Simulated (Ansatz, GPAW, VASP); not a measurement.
## Cs: 4 runs at one level of theory

```
Cs
1.0
    -3.12847    3.12847    3.12847
     3.12847   -3.12847    3.12847
     3.12847    3.12847   -3.12847
Cs
1
Direct
  0.00000 0.00000 0.00000
```

Alike in all runs: task single point; functional PBE; k mesh 6 × 6 × 6; occupations gaussian, width 0.02 eV; no spin polarisation; no spin-orbit coupling. Pressure is positive in compression and, in plane waves, holds the error of the finite cutoff, which Ansatz's Pulay term estimates and takes out.

```tsv
program and potentials	plane-wave cutoff (eV)	notes	band gap (eV)	pressure (GPa)
Ansatz, Ansatz PAW	420	-	no gap	-0.07
VASP, PBE PAW files Cs_sv, release 54, 520 eV	520	-	no gap	-0.07
Ansatz, all-electron LAPW, scalar-relativistic	-	-	no gap	-0.07
GPAW, GPAW PAW data sets (gpaw-data 1.2.1)	600	-	no gap	-0.07
```

None finds a gap. All agree on the pressure.

Differences between rows come from potentials, basis sets and numerical settings, since the functional is the same but for its coding. Runs on potential files found faulty are left out.
